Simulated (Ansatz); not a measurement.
This AlN structure is the end of a relaxation. The cell was found from a structure generator's guess, not taken from experiment.

Method: DFT PBE, scalar-relativistic, plane waves, PAW (Ansatz 0.2.0). Cutoff 420 eV, Γ-centred mesh, Gaussian smearing, no spin polarisation.

```cif
data_structure
_symmetry_space_group_name_H-M 'P 1'
_symmetry_Int_Tables_number 1
_cell_length_a 5.6835
_cell_length_b 5.6835
_cell_length_c 5.6835
_cell_angle_alpha 118.644
_cell_angle_beta 90.516
_cell_angle_gamma 120.772
_cell_volume 130.33
loop_
_atom_site_label
_atom_site_type_symbol
_atom_site_fract_x
_atom_site_fract_y
_atom_site_fract_z
_atom_site_occupancy
Al1 Al 0.35129 0.41018 0.76147 1
Al2 Al 0.14871 0.91018 0.05889 1
Al3 Al 0.85129 0.08982 0.94111 1
Al4 Al 0.64871 0.58982 0.23853 1
Al5 Al 0.75000 0.25000 0.50000 1
Al6 Al 0.25000 0.75000 0.50000 1
N1 N 0.34401 0.08752 0.43153 1
N2 N 0.15599 0.58752 0.74352 1
N3 N 0.25000 0.25000 0.00000 1
N4 N 0.75000 0.75000 0.00000 1
N5 N 0.84401 0.41248 0.25648 1
N6 N 0.65599 0.91248 0.56847 1
```

The zero of energy is the elements' standard structures at the same level (N₂ as a molecule); no fitted shifts are applied.

(1) What space group does it have?

(2) What is its formation energy per atom?

(3) Is it a metal?

(4) From what recipe could a structure generator have reached it?

Answers

(1) Ibam (No. 72). Conventional cell: a = 5.800 Å, b = 8.001 Å, c = 5.617 Å. Al on a site of symmetry m has 4 N at 1.87–1.91 Å; around Al on a site of symmetry 222 lie 4 N at 1.95 Å; N on a site of symmetry m has 4 Al at 1.87–1.95 Å; around N on a site of symmetry 222 lie 4 Al at 1.91 Å.

(2) −1.170 eV/atom.

(3) No, the gap on the 6×6×6 mesh is 2.68 eV.

(4) One such recipe: 4-connected net, two elements alternating (Ibam, No. 72). Other recipes can lead to the same cell.

The last run used a 6×6×6 mesh for its 12-atom cell and Gaussian smearing of 0.02 eV. Kohn–Sham gaps at this level usually fall short of measured ones. Symmetry constrained the relaxation, so the result can be a saddle point. Another cell of AlN relaxed alike, in P6_3mc, lies 184 meV/atom lower, so this cell isn't the stable form at this level.
